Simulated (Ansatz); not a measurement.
Wires are cut from relaxed bulk Cu (Fm-3m, 11.96 Å³/atom, gap on the mesh 0.00 eV); atoms and period are relaxed, and energies count from that bulk.

Computed with Ansatz 0.2.0, DFT PBE, scalar-relativistic, plane waves, PAW.

Cutoff 420 eV; k points 1×1×21 on the computed 6-atom cell (Γ-centred); Gaussian smearing, width 0.05 eV; no spin polarisation.

Start ([110] wire, 6 host atoms a period):

```
CELL_PARAMETERS angstrom
12.80000 0.00000 0.00000
0.00000 12.90000 0.00000
0.00000 0.00000 2.56662
ATOMIC_POSITIONS crystal
Cu 0.65039 0.50000 0.00000
Cu 0.55013 0.64069 0.50000
Cu 0.55013 0.35931 0.50000
Cu 0.34961 0.64069 0.50000
Cu 0.34961 0.35931 0.50000
Cu 0.44987 0.50000 0.00000
```

Question: Give the relaxed structure and its energy.

Answer: The free energy falls by 51 meV/atom.

| Property | Result |
| --- | --- |
| excess energy (eV per host atom) | 0.846 |
| line energy (eV/Å) | 2.078 |
| period (Å) | 2.442 |
| gap on the mesh (eV) | 0 |
| highest filled level or Fermi level under vacuum (eV) | 4.46 |

Relaxed structure:
```yaml
crystal:
  lattice:
    - [12.80000, 0.00000, 0.00000]
    - [0.00000, 12.90000, 0.00000]
    - [0.00000, 0.00000, 2.44209]
  atoms:
    - { symbol: Cu, position: [0.64229, 0.50000, 0.00000] }
    - { symbol: Cu, position: [0.54856, 0.63598, 0.50000] }
    - { symbol: Cu, position: [0.54856, 0.36402, 0.50000] }
    - { symbol: Cu, position: [0.36217, 0.65174, 0.50000] }
    - { symbol: Cu, position: [0.36217, 0.34826, 0.50000] }
    - { symbol: Cu, position: [0.43600, 0.50000, 0.00000] }
```

Each run keeps its start's symmetry and one magnetic start, so lower states can exist.

The run took 120 s on 4 threads of Arm Neoverse V2, on a shared host, peak memory 1 GiB.